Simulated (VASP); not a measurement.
Input of a VASP 6.6.1 run:

File POSCAR:

```
SnS                                     
1.0
   11.1022381053      0.0000000000      0.0000000000
    0.0000000000      3.9856084138     -0.0000000000
    0.0000000000      0.0000000000      4.2298611247
  Sn              S             
     4     4
Direct
     0.1185162781974909    0.2500000000000000    0.1099914101621251
     0.3814837218025092    0.7500000000000000    0.6099914101621250
     0.6185162781974910    0.2500000000000000    0.3900085898378749
     0.8814837218025090    0.7500000000000000    0.8900085898378750
     0.8532534565978834    0.2500000000000000    0.4743738979948287
     0.6467465434021166    0.7500000000000000    0.9743738979948288
     0.3532534565978835    0.2500000000000000    0.0256261020051713
     0.1467465434021167    0.7500000000000000    0.5256261020051712
```

The input INCAR.step1:

```
SYSTEM = SnS
PREC = Accurate
ENCUT = 520
EDIFF = 1E-5
ISMEAR = 0
SIGMA = 0.03
LREAL = .FALSE.
LASPH = .TRUE.
NELM = 80
ALGO = Normal
ISIF = 2
LWAVE = .TRUE.
LCHARG = .FALSE.
KPAR = 2
GGA = PE
```

The input INCAR.step2:

```
SYSTEM = SnS
PREC = Accurate
ENCUT = 520
EDIFF = 1E-7
ISMEAR = 0
SIGMA = 0.03
LREAL = .FALSE.
LASPH = .TRUE.
NELM = 80
ALGO = Normal
ISIF = 2
LWAVE = .FALSE.
LCHARG = .FALSE.
METAGGA = MBJ
KPAR = 2
ISTART = 1
```

KPOINTS

```
regular mesh
0
G
  4 8 6
  0 0 0
```

Contents of KPOINTS_OPT:

```
explicit points
318
Reciprocal
 0.0000000000  0.0000000000  0.0000000000 1
 0.0000000000  0.0263157895  0.0000000000 1
 0.0000000000  0.0526315789  0.0000000000 1
 0.0000000000  0.0789473684  0.0000000000 1
 0.0000000000  0.1052631579  0.0000000000 1
 0.0000000000  0.1315789474  0.0000000000 1
[... 310 lines left out ...]
 0.0000000000  0.5000000000  0.0241422100 1
 0.0000000000  0.5000000000 -0.0241422100 1
```

Potentials or basis: VASP PAW PBE potentials, release 64 (Sn_d, S).

Command:

```bash
$ cat potpaw_PBE.64/Sn_d/POTCAR potpaw_PBE.64/S/POTCAR > POTCAR
$ cp INCAR.step1 INCAR
$ mpirun -np 2 vasp_std > vasp.out
$ cp INCAR.step2 INCAR
$ mpirun -np 2 vasp_std > vasp.out
```

(1) Predict the band gap along the path.

(2) Predict the band gap on the k mesh.

Answers

(1) 0.93 eV, indirect (least direct gap 1.13 eV).

(2) 1.06 eV, indirect (least direct gap 1.54 eV).

Caveat: spin-orbit coupling is left out, which moves the levels of the heavy elements; the mesh misses the band edges, which the band path finds closer together.

**What was measured.**

From “Linear dichroism of the optical properties of SnS and SnSe van der Waals crystals”, 2024, arxiv:2409.17412, for a bulk crystal of SnS at 20 K: band gap 1.16 eV (indirect).

Measured gap of SnS: 1.16 eV (indirect; 20 K; “Linear dichroism of the optical properties of SnS and SnSe van der Waals crystals”, 2024, arxiv:2409.17412). This calculation gives 0.93 eV (-0.23 eV). 2 values of this kind are on record (1.09 to 1.16 eV); this one was drawn at random. Spin-orbit coupling on Sn is left out. The value is that of TB-mBJ, without temperature or zero-point motion.
